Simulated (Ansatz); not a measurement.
Results of HSE06 in Ansatz (PAW) for wurtzite BeO.

Run with plane-wave cutoff 460 eV, 12×12×6 k mesh (along the axes of the cell as run), Fermi–Dirac smearing 0.01 eV, scalar-relativistic PAW data made under PBE.

Cell (measured lattice):

Space group P6₃mc (No. 186); a = b = 2.6980 Å, c = 4.3800 Å, α = β = 90.00°, γ = 120.00°

```json
[
 {"atom": "Be", "site": "2b", "symmetry": "3m.", "x": "0.3333", "y": "0.6667", "z": "0.0000"},
 {"atom": "O", "site": "2b", "symmetry": "3m.", "x": "0.3333", "y": "0.6667", "z": "0.3780"}
]
```

Task: Give the computed band gap and width of the whole s-p valence band.

Result: 
- band gap: 9.48 eV (on the SCF k mesh) (direct)
- width of the whole s-p valence band: 20.34 eV

Measured, for comparison: band gap 11.29 eV (zero-point renormalisation of 699 meV (computed, non-adiabatic AHC, without the lattice-expansion part) added back here; inputs from Miglio et al. (2020), arXiv:2011.12765). Computed (rounded) less measured: band gap -1.81 eV.

Note: cell and atoms aren't relaxed at this level (pressure -3.1 GPa).

Computing time: very roughly 2.6 core-minutes.

Ansatz is a first-principles code.
